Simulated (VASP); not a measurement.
# Mg in VASP: further runs

The runs below take Mg through single point, with PBE.

Everything below comes from runs of VASP 6.6.1. Logs are shortened: lines on timing, memory, paths and dates and some standing lists are left out, and cuts for length are marked.

**1. The cell of the first run**

The cell holds a slab with vacuum, 4 atoms: a = 3.210 Å, b = 3.210 Å, c = 23.215 Å, α = 90.00°, β = 90.00°, γ = 120.00°.

The slab is cut from a database's or a generator's crystal, which needn't be the stable form of the element.

**2. Single point, PBE (the clean substrate in the cell of the map)**

The input, INCAR:

```
PREC = Accurate
ENCUT = 520
EDIFF = 1E-7
ISMEAR = 0
SIGMA = 0.1
LREAL = F
LASPH = T
NELM = 100
ALGO = Fast
ISIF = 2
LWAVE = F
LCHARG = F
LDIPOL = T
IDIPOL = 3
DIPOL = 0.5 0.5 0.338
GGA = PE
NBANDS = 12
```

The input, KPOINTS:

```
regular mesh
0
Gamma
  9 9 1
```

The input, POSCAR:

```
Mg
1.0
    3.2100692859      0.0000000000      0.0000000000
   -1.6050346429      2.7800015495      0.0000000000
    0.0000000000      0.0000000000     23.2147784313
Mg
4
Direct
    0.6666666667      0.3333333333      0.1723040352
    0.3333333333      0.6666666667      0.2829644272
    0.6666666667      0.3333333333      0.3920793237
    0.3333333333      0.6666666667      0.5046258988
```

Potentials or basis: VASP PAW PBE potentials, release 64 (Mg).

On the command line:

```bash
cat potpaw_PBE.64/Mg/POTCAR > POTCAR
mpirun -np 1 vasp_std > vasp.out
```

OUTCAR:

```text
PREC = Accurate
   ENCUT = 520
   EDIFF = 1E-7
   ISMEAR = 0
   LREAL = F
   LASPH = T
   NELM = 100
   ISIF = 2
   GGA = PE

 ion  position               nearest neighbor table
   1  0.667  0.333  0.172-   2 3.17   2 3.17   2 3.17
   2  0.333  0.667  0.283-   3 3.14   3 3.14   3 3.14   1 3.17   1 3.17   1 3.17
   3  0.667  0.333  0.392-   2 3.14   2 3.14   2 3.14   4 3.20   4 3.20   4 3.20
   4  0.333  0.667  0.505-   3 3.20   3 3.20   3 3.20

  LATTYP: Found a hexagonal cell.
 ALAT       =     3.2100692859
 C/A-ratio  =     7.2318621075

  Lattice vectors:

 A1 = (   3.2100692859,   0.0000000000,   0.0000000000)
 A2 = (  -1.6050346429,   2.7800015495,   0.0000000000)
 A3 = (   0.0000000000,   0.0000000000,  23.2147784313)

Analysis of symmetry for initial positions (statically):
=====================================================================
 Subroutine PRICEL returns:
 Original cell was already a primitive cell.

 Routine SETGRP: Setting up the symmetry group for a
 hexagonal supercell.

 Subroutine GETGRP returns: Found  6 space group operations
 (whereof  6 operations were pure point group operations)
 out of a pool of 24 trial point group operations.

The static configuration has the point symmetry C_3v.

Analysis of symmetry for dynamics (positions and initial velocities):
=====================================================================
 Subroutine PRICEL returns:
 Original cell was already a primitive cell.

 Routine SETGRP: Setting up the symmetry group for a
 hexagonal supercell.

 Subroutine GETGRP returns: Found  6 space group operations
 (whereof  6 operations were pure point group operations)
 out of a pool of 24 trial point group operations.

The dynamic configuration has the point symmetry C_3v.

 Subroutine INISYM returns: Found  6 space group operations
 (whereof  6 operations are pure point group operations),
 and found     1 'primitive' translations

----------------------------------------------------------------------------------------

                                     Primitive cell

  volume of cell :     207.1686

  direct lattice vectors                    reciprocal lattice vectors
     3.210069286  0.000000000  0.000000000     0.311519756  0.179856015  0.000000000
    -1.605034643  2.780001550  0.000000000     0.000000000  0.359712030  0.000000000
     0.000000000  0.000000000 23.214778431     0.000000000  0.000000000  0.043076009

  length of vectors
     3.210069286  3.210069286 23.214778431     0.359712030  0.359712030  0.043076009

  position of ions in fractional coordinates (direct lattice)
     0.666666667  0.333333333  0.172304035
     0.333333333  0.666666667  0.282964427
     0.666666667  0.333333333  0.392079324
     0.333333333  0.666666667  0.504625899

  ion indices of the primitive-cell ions
   primitive index   ion index
                 1           1
                 2           2
                 3           3
                 4           4

----------------------------------------------------------------------------------------

 KPOINTS: regular mesh

Automatic generation of k-mesh.
 Grid dimensions read from file:
 generate k-points for:    9    9    1

 Generating k-lattice:

  Cartesian coordinates                     Fractional coordinates (reciprocal lattice)
     0.034613306  0.019984002  0.000000000     0.111111111  0.000000000  0.000000000
     0.000000000  0.039968003  0.000000000     0.000000000  0.111111111  0.000000000
     0.000000000  0.000000000  0.043076009     0.000000000  0.000000000  1.000000000

  Length of vectors
     0.039968003  0.039968003  0.043076009

  Shift w.r.t. Gamma in fractional coordinates (k-lattice)
     0.000000000  0.000000000  0.000000000

 Subroutine IBZKPT returns following result:
 ===========================================

 Found     12 irreducible k-points:

 Following reciprocal coordinates:
            Coordinates               Weight
  0.000000  0.000000  0.000000      1.000000
  0.111111  0.000000  0.000000      6.000000
  0.222222 -0.000000  0.000000      6.000000
  0.333333  0.000000  0.000000      6.000000
  0.444444 -0.000000  0.000000      6.000000
  0.111111  0.111111  0.000000      6.000000
  0.222222  0.111111  0.000000     12.000000
  0.333333  0.111111  0.000000     12.000000
  0.444444  0.111111  0.000000      6.000000
  0.222222  0.222222  0.000000      6.000000
  0.333333  0.222222  0.000000     12.000000
  0.333333  0.333333  0.000000      2.000000
   k-points           NKPTS =     12   k-points in BZ     NKDIM =     12   number of bands    NBANDS=     12
   number of dos      NEDOS =    301   number of ions     NIONS =      4
   total plane-waves  NPLWV = 103680
   dimension x,y,z NGX =    24 NGY =   24 NGZ =  180
   dimension x,y,z NGXF=    48 NGYF=   48 NGZF=  360
   ions per type =               4
   NGX,Y,Z   is equivalent  to a cutoff of  12.43, 12.43, 12.89 a.u.
   NGXF,Y,Z  is equivalent  to a cutoff of  24.86, 24.86, 25.78 a.u.
 SYSTEM =  unknown system
   PREC   = accura    normal or accurate (medium, high low for compatibility)
   ISTART =      0    job   : 0-new  1-cont  2-samecut
   ICHARG =      2    charge: 1-file 2-atom 10-const
   ISPIN  =      1    spin polarized calculation?
   LNONCOLLINEAR =      F non collinear calculations
   LSORBIT =      F    spin-orbit coupling
   LASPH  =      T    aspherical Exc in radial PAW
   ENCUT  =  520.0 eV  38.22 Ry    6.18 a.u.   5.97  5.97 43.16*2*pi/ulx,y,z
   NELM   =    100;   NELMIN=  2; NELMDL= -5     # of ELM steps
   EDIFF  = 0.1E-06   stopping-criterion for ELM
   LREAL  =      F    real-space projection
   EDIFFG = 0.1E-05   stopping-criterion for IOM
   NSW    =      0    number of steps for IOM
   IBRION =     -1    ionic relax: 0-MD 1-quasi-New 2-CG
   NFREE  =      0    steps in history (QN), initial steepest desc. (CG)
   ISIF   =      2    stress and relaxation
   ISYM   =      2    0-nonsym 1-usesym 2-fastsym
   POTIM  = 0.5000    time-step for ionic-motion
   TEBEG  =    0.0;   TEEND  =   0.0 temperature during run
   PSTRESS=    0.0 pullay stress
   NELECT =       8.0000    total number of electrons
   NUPDOWN=      -1.0000    fix difference up-down
   EMIN   =  10.00;   EMAX   =-10.00  energy-range for DOS
   EFERMI =   0.00;   METHOD = LEGACY
   ISMEAR =     0;   SIGMA  =   0.10  broadening in eV -4-tet -1-fermi 0-gaus
   EFERMI_NEDOS =   21; number of points for ismear=-14 and -15
   IALGO  =     68    algorithm
   IMIX   =      4    mixing-type and parameters
     AMIX     =   0.40;   BMIX     =  1.00
     AMIX_MAG =   1.60;   BMIX_MAG =  1.00
  volume/ion in A,a.u.               =      51.79       349.51
  Fermi-wavevector in a.u.,A,eV,Ry     =   0.553346  1.045672  4.165993  0.306192
  Thomas-Fermi vector in A             =   1.586179
   LORBIT       =      0    0 simple, 1 ext, 2 COOP (PROOUT), +10 PAW based schemes
   GGA     = PE    functional components
   LHFCALC =     F    Hartree Fock is set to
   AEXX    =    0.0000 exact exchange contribution
   IVDW    =     0    specifies the selected vdW correction
   LEPSILON=     F    determine dielectric tensor
   LRPA    =     F    only Hartree local field effects (RPA)
 non-spin polarized calculation
 RMM-DIIS sequential band-by-band and
 Gauss-broadening in eV      SIGMA  =   0.10
  energy-cutoff  :      520.00
  volume of cell :      207.17
 maximum number of plane-waves:      5628
 NGX is ok and might be reduce to    24
   NGX = 11   NGY = 11   NGZ = 87

 dipolmoment           0.000000      0.000000      0.000360 electrons x Angstroem

 number of electron       8.0000000 magnetization

 dipolmoment           0.000000      0.000000     -0.000239 electrons x Angstroem

 Free energy of the ion-electron system (eV)
  ---------------------------------------------------
  ext. energy  EPLUGINS =         0.00000000
  ---------------------------------------------------
  free energy    TOTEN  =        -5.35297264 eV

  energy without entropy =       -5.33977233  energy(sigma->0) =       -5.34637248

 E-fermi :  -0.8934     XC(G=0):  -4.5211

 val. band max:       -0.9332893267   @ k =   0.2222  -0.0000   0.0000
 cond. band min:      -0.8591014774   @ k =   0.2222   0.2222   0.0000
 fundamental gap:      0.0741878493
 Fermi energy:        -0.8933968629

 k-point     1 :       0.0000    0.0000    0.0000
  band No.  band energies     occupation
      1      -7.4854      2.00000
      2      -6.6812      2.00000
      3      -5.3781      2.00000
      4      -3.5786      2.00000
      5      -1.8308      2.00000
      6       0.4135      0.00000
      7       1.9491      0.00000
      8       2.9171      0.00000
      9       3.1193      0.00000
     10       4.8636      0.00000
     11       4.9714      0.00000
     12       7.5435      0.00000

 k-point     2 :       0.1111    0.0000    0.0000
  band No.  band energies     occupation
      1      -7.2451      2.00000
      2      -6.4423      2.00000
      3      -5.1411      2.00000
      4      -3.3431      2.00000
      5      -1.6064      2.00000
      6       0.6392      0.00000
      7       2.1799      0.00000
      8       3.1491      0.00000
      9       3.3517      0.00000
     10       5.0822      0.00000
     11       5.1908      0.00000
     12       7.0760      0.00000
[... 121 lines left out ...]
 k-point    11 :       0.3333    0.2222    0.0000
  band No.  band energies     occupation
      1      -3.0253      2.00000
      2      -2.2585      2.00000
      3      -1.0904      1.99467
      4      -1.0207      1.92829
      5      -0.0837      0.00000
      6       0.6003      0.00000
      7       0.9763      0.00000
      8       1.3326      0.00000
      9       2.0770      0.00000
     10       2.4607      0.00000
     11       3.0303      0.00000
     12       3.2263      0.00000

 k-point    12 :       0.3333    0.3333    0.0000
  band No.  band energies     occupation
      1      -1.2390      2.00000
      2      -1.2383      2.00000
      3      -1.2272      2.00000
      4      -0.5464      0.00000
      5      -0.5260      0.00000
      6      -0.5139      0.00000
      7       0.6641      0.00000
      8       1.2787      0.00000
      9       1.2801      0.00000
     10       2.3094      0.00000
     11       3.0263      0.00000
     12       3.0349      0.00000

------------------------ aborting loop because EDIFF is reached ----------------------------------------

 vacuum level on the upper side and lower side of the slab       (xc-potential included)        -0.137        -0.128

  FORCE on cell =-STRESS in cart. coord.  units (eV):
  Direction    XX          YY          ZZ          XY          YZ          ZX
  --------------------------------------------------------------------------------------
  -------------------------------------------------------------------------------------
  Total       -1.0808281     -1.0808281      0.2133875     -0.0000000      0.0000000      0.0000000
  in kB       -8.3587861     -8.3587861      1.6502722     -0.0000000      0.0000000      0.0000000
  external PRESSURE =      -5.0224333 kB  Pullay stress =       0.0000000 kB

 VOLUME and BASIS-vectors are now :
 -----------------------------------------------------------------------------
  energy-cutoff  :      520.00
  volume of cell :      207.17
      direct lattice vectors                 reciprocal lattice vectors
     3.210069286  0.000000000  0.000000000     0.311519756  0.179856015  0.000000000
    -1.605034643  2.780001550  0.000000000     0.000000000  0.359712030  0.000000000
     0.000000000  0.000000000 23.214778431     0.000000000  0.000000000  0.043076009

 POSITION                                       TOTAL-FORCE (eV/Angst)
 -----------------------------------------------------------------------------------
      1.60503      0.92667      4.00000         0.000000      0.000000     -0.069325
     -0.00000      1.85333      6.56896        -0.000000     -0.000000      0.073247
      1.60503      0.92667      9.10203         0.000000      0.000000     -0.021780
     -0.00000      1.85333     11.71478         0.000000     -0.000000      0.017858
 -----------------------------------------------------------------------------------
    total drift:                                0.000000     -0.000000      0.000004

  FREE ENERGIE OF THE ION-ELECTRON SYSTEM (eV)
  ---------------------------------------------------
  free  energy   TOTEN  =        -5.3529726359 eV

  energy  without entropy=       -5.3397723296  energy(sigma->0) =       -5.34637248

 vacuum level on the upper side and lower side of the slab         2.784         2.792
```

Wall time 22 s (1 thread of Intel Xeon 6975P-C (Granite Rapids), shared host); peak memory 0.3 GiB.

What came out:

- Free energy: -5.3530 eV
- Largest force: 0.073 eV/Å
- Band gap on the k mesh: none (metal or under the smearing width)

Forces on the atoms (eV/Å):
```
Mg   0.000  0.000 -0.069
Mg   0.000  0.000  0.073
Mg   0.000  0.000 -0.022
Mg   0.000  0.000  0.018
```

Levels at points of the mesh, in eV from the Fermi level:
```tsv
k point	band 2	band 3	band 4	band 5	band 6	band 7
(0.00, 0.00, 0.00)	-5.79	-4.48	-2.69	-0.94	1.31	2.84
```

**3. Single point, PBE (clean slab, lower half held)**

The input, INCAR:

```
PREC = Accurate
ENCUT = 520
EDIFF = 1E-6
ISMEAR = 0
SIGMA = 0.1
LREAL = False
LASPH = True
NELM = 100
ALGO = Fast
ISIF = 2
LWAVE = False
LCHARG = True
LDIPOL = True
IDIPOL = 3
DIPOL = 0.5 0.5 0.500
GGA = PE
LELF = True
LVHAR = True
LVACPOTAV = True
NBANDS = 12
```

KPOINTS is that of step 2.

The input, POSCAR:

```
Mg
1.0
    3.2100692859      0.0000000000      0.0000000000
   -1.6050346429      2.7800015495      0.0000000000
    0.0000000000      0.0000000000     21.7068694491
Mg
4
Direct
    0.6666666667      0.3333333333      0.3224785599
    0.3333333333      0.6666666667      0.4408261866
    0.6666666667      0.3333333333      0.5575209569
    0.3333333333      0.6666666667      0.6778857940
```

Potentials or basis: VASP PAW PBE potentials, release 64 (Mg).

On the command line:

```bash
cat potpaw_PBE.64/Mg/POTCAR > POTCAR
mpirun -np 1 vasp_std > vasp.out
```

OUTCAR:

```text
PREC = Accurate
   ENCUT = 520
   EDIFF = 1E-6
   ISMEAR = 0
   LREAL = False
   LASPH = True
   NELM = 100
   ISIF = 2
   GGA = PE

 ion  position               nearest neighbor table
   1  0.667  0.333  0.322-   2 3.17   2 3.17   2 3.17
   2  0.333  0.667  0.441-   3 3.14   3 3.14   3 3.14   1 3.17   1 3.17   1 3.17
   3  0.667  0.333  0.558-   2 3.14   2 3.14   2 3.14   4 3.20   4 3.20   4 3.20
   4  0.333  0.667  0.678-   3 3.20   3 3.20   3 3.20

  LATTYP: Found a hexagonal cell.
 ALAT       =     3.2100692859
 C/A-ratio  =     6.7621186697

  Lattice vectors:

 A1 = (   3.2100692859,   0.0000000000,   0.0000000000)
 A2 = (  -1.6050346429,   2.7800015495,   0.0000000000)
 A3 = (   0.0000000000,   0.0000000000,  21.7068694491)

Analysis of symmetry for initial positions (statically):
=====================================================================
 Subroutine PRICEL returns:
 Original cell was already a primitive cell.

 Routine SETGRP: Setting up the symmetry group for a
 hexagonal supercell.

 Subroutine GETGRP returns: Found  6 space group operations
 (whereof  6 operations were pure point group operations)
 out of a pool of 24 trial point group operations.

[... 332 lines left out ...]
 k-point    12 :       0.3333    0.3333    0.0000
  band No.  band energies     occupation
      1      -1.0371      2.00000
      2      -1.0365      2.00000
      3      -1.0253      2.00000
      4      -0.3445      0.00000
      5      -0.3242      0.00000
      6      -0.3120      0.00000
      7       0.8659      0.00000
      8       1.4805      0.00000
      9       1.4819      0.00000
     10       2.5112      0.00000
     11       3.2281      0.00000
     12       3.2367      0.00000

------------------------ aborting loop because EDIFF is reached ----------------------------------------

  FORCE on cell =-STRESS in cart. coord.  units (eV):
  Direction    XX          YY          ZZ          XY          YZ          ZX
  --------------------------------------------------------------------------------------
  -------------------------------------------------------------------------------------
  Total       -1.0808387     -1.0808387      0.2129081     -0.0000000      0.0000000      0.0000000
  in kB       -8.9395327     -8.9395327      1.7609465     -0.0000000      0.0000000      0.0000000
  external PRESSURE =      -5.3727063 kB  Pullay stress =       0.0000000 kB

 VOLUME and BASIS-vectors are now :
 -----------------------------------------------------------------------------
  energy-cutoff  :      520.00
  volume of cell :      193.71
      direct lattice vectors                 reciprocal lattice vectors
     3.210069286  0.000000000  0.000000000     0.311519756  0.179856015  0.000000000
    -1.605034643  2.780001550  0.000000000     0.000000000  0.359712030  0.000000000
     0.000000000  0.000000000 21.706869449     0.000000000  0.000000000  0.046068366

 POSITION                                       TOTAL-FORCE (eV/Angst)
 -----------------------------------------------------------------------------------
      1.60503      0.92667      7.00000        -0.000000     -0.000000     -0.069423
     -0.00000      1.85333      9.56896        -0.000000      0.000000      0.073236
      1.60503      0.92667     12.10203         0.000000     -0.000000     -0.021794
     -0.00000      1.85333     14.71478         0.000000      0.000000      0.017981
 -----------------------------------------------------------------------------------
    total drift:                                0.000000     -0.000000      0.000005

  FREE ENERGIE OF THE ION-ELECTRON SYSTEM (eV)
  ---------------------------------------------------
  free  energy   TOTEN  =        -5.3529848300 eV

  energy  without entropy=       -5.3397853955  energy(sigma->0) =       -5.34638511

 vacuum level on the upper side and lower side of the slab         3.105         3.110
```

stdout:

```text
POSCAR found type information on POSCAR Mg
 POSCAR found :  1 types and       4 ions
 scaLAPACK will be used
 LDA part: xc-table for (Slater+PW92), standard interpolation
 POSCAR, INCAR and KPOINTS ok, starting setup
 FFT: planning ... GRIDC
 FFT: planning ... GRID_SOFT
 FFT: planning ... GRID
 WAVECAR not read
 entering main loop
 -----------------------------------------------------------------------------
|                                                                             |
|           W    W    AA    RRRRR   N    N  II  N    N   GGGG   !!!           |
|           W    W   A  A   R    R  NN   N  II  NN   N  G    G  !!!           |
|           W    W  A    A  R    R  N N  N  II  N N  N  G       !!!           |
|           W WW W  AAAAAA  RRRRR   N  N N  II  N  N N  G  GGG   !            |
|           WW  WW  A    A  R   R   N   NN  II  N   NN  G    G                |
|           W    W  A    A  R    R  N    N  II  N    N   GGGG   !!!           |
|                                                                             |
|     Did not find any points to average over, which means that no vacuum     |
|     field-free region was found. Please increase the size of  your cell     |
|     in the dimension of the dipole correction to obtain accurate            |
|     workfunction values.                                                    |
|                                                                             |
 -----------------------------------------------------------------------------
```

Wall time 20 s (1 thread of Intel Xeon 6975P-C (Granite Rapids), shared host); peak memory 0.28 GiB.

What came out:

| Item | Value |
| --- | --- |
| Free energy | -5.3530 eV |
| Largest force | 0.073 eV/Å |
| Band gap on the k mesh | none (metal or under the smearing width) |
| Work function of the upper face | 3.80 eV |
| Work function of the lower face | 3.80 eV |

Forces on the atoms (eV/Å):
```
Mg   0.000  0.000 -0.069
Mg   0.000  0.000  0.073
Mg   0.000  0.000 -0.022
Mg   0.000  0.000  0.018
```
